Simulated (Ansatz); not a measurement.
# Energy, volume and coordination in Sb5S2

Theory: Ansatz 0.2.0, DFT PBE, scalar-relativistic, plane waves, PAW. Settings: cutoff 420 eV, Γ-centred meshes spaced at most about 0.3 Å⁻¹, and about 0.25 Å⁻¹ or finer for metals (2π included), Gaussian smearing. No spin polarisation.

Temperature and zero-point effects are left out. Rows are sorted by volume; energies count from the lowest form computed. Coordination counts Sb atoms around S (those within 1.25 times the shortest such distance or 1.15 times the sum of covalent radii, 1.27 where that leaves under three; a plus sign parts nearer from farther groups; a slash parts the counts of unlike sites).

```
row    form    source  atoms  coordination  V (Å³/atom)  gap on mesh (eV)  ΔE (meV/atom)
  1  P2_1/m  invented     14     S 1+2/2+2         27.9                 0             64
  2    R-3m  invented      7         S 3+3         28.0                 0              0
  3    R-3m  invented      7           S 4         28.4                 0              ?
  4      C2  invented      7         S 3+1         29.3                 0            120
  5    R-3m  invented      7           S 3         29.5                 0            122
  6    C2/m  invented      7           S 3         30.5                 0            123
```

The cell of row 3:

```
CELL_PARAMETERS angstrom
3.54044 2.04407 4.57958
-3.54044 2.04407 4.57958
0.00000 -4.08815 4.57958
ATOMIC_POSITIONS crystal
Sb 0.50000 0.50000 0.00000
Sb 0.00000 0.50000 0.50000
Sb 0.50000 0.00000 0.50000
Sb 0.00000 0.00000 0.00000
Sb 0.50000 0.50000 0.50000
S 0.79860 0.79860 0.79860
S 0.20140 0.20140 0.20140
```

**Question.** How far above the lowest form does the open row lie?

**Answer.** 149 meV/atom, which puts it above row 6, the highest in the table. Counting Sb atoms around S, row 3 has S 4 and the lowest form (row 2) has S 3+3. The lowest form (row 2) holds Sb–Sb nets (shortest 2.90 Å); in row 3 the shortest Sb–Sb distance is 3.07 Å, near bonding range too.

An observed structure of this formula, if there is one, may be missing.

For metals, differences of a few meV/atom aren't resolved. Weakly bound directions are ill-defined at this level, which has no dispersion term (R-3m at 28.0 Å³/atom, R-3m at 29.5 Å³/atom), and this can change margins and order among such cells. These runs have no spin–orbit coupling, which can matter for Sb. In R-3m at 28.0 Å³/atom, C2, R-3m at 29.5 Å³/atom, C2/m, R-3m at 28.4 Å³/atom an odd number of electrons in the primitive cell allows no gap without spin; a larger cell or a magnetic state could open one. Cells relaxed within their symmetry can be saddle points. Some structure types and database cells were kept out of the candidates from the start, so a known form may be missing.

Packing density alone doesn't set the energy order. The densest cell, row 1, isn't the lowest, and row 3 lies above all the looser cells despite its smaller volume. The number of Sb neighbours around S doesn't settle it either, since four in row 3 bring no gain over three in rows 5 and 6.

The likelier reason is the antimony sublattice. With so little sulfur, much of the cohesion must come from Sb–Sb bonding, which in the element favours three short and three longer contacts through a Peierls-type distortion of the p-bonded network. In row 3 every Sb sits on an inversion centre, so neither this distortion nor an off-centre lone pair can develop. The shortest Sb–Sb contacts are correspondingly longer than in row 2. This suggests that the penalty comes from imposed symmetry rather than from poor space filling.

Even the lowest form isn't thereby shown to be stable against separation into antimony and Sb2S3, the well-known sulfide.
